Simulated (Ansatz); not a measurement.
TiTe under changes of volume

One of the cells (20.463 Å³/atom); the others are scaled copies at fixed shape and fractional positions:

```
Te Ti
1.0
     3.84200    0.00000    0.00000
    -1.92100    3.32727    0.00000
     0.00000    0.00000    6.40300
Te Ti
2 2
Direct
  0.66667 0.33333 0.75000
  0.33333 0.66667 0.25000
  0.00000 0.00000 0.50000
  0.00000 0.00000 0.00000
```

- Program: Ansatz 0.2.0
- Functional: r2SCAN
- Potentials or basis: Ansatz PAW
- Cutoff: 500 eV (not typed: the program's choice for these potentials)
- k mesh: 8 × 8 × 4
- Occupations: fermi-dirac, width 0.05 eV
- Spin: no spin polarisation

```tsv
volume (Å³/atom)	energy over the lowest point (meV/atom)	pressure (GPa)
19.235	?	?
19.644	84.60	13.0
20.054	55.15	10.2
20.463	32.61	7.6
20.872	16.29	5.3
21.281	5.60	3.2
21.691	0.00	1.3
```

Question: What does the run at 19.235 Å³/atom give?

Answer: Energy over the lowest point 121.66 meV/atom; pressure 16.2 GPa.

Worked out: A Birch-Murnaghan fit of order 3 (a polynomial in V^(-2/3)) to the other rows has its minimum at 21.98 Å³/atom, just outside them, with B0 = V·E''(V) = 91 GPa and B' = 4.2 at fixed shape and positions, which overstates the stiffness. It gives 121.56 meV/atom at 19.235 Å³/atom, against the run's 121.66, and -dE/dV = 16.1 GPa, against 16.2.

Energies are extrapolated to zero smearing.

Caveats: the PAW data sets come from PBE, with cores solved anew for the run's functional, which leaves a small shift of forces and pressure.
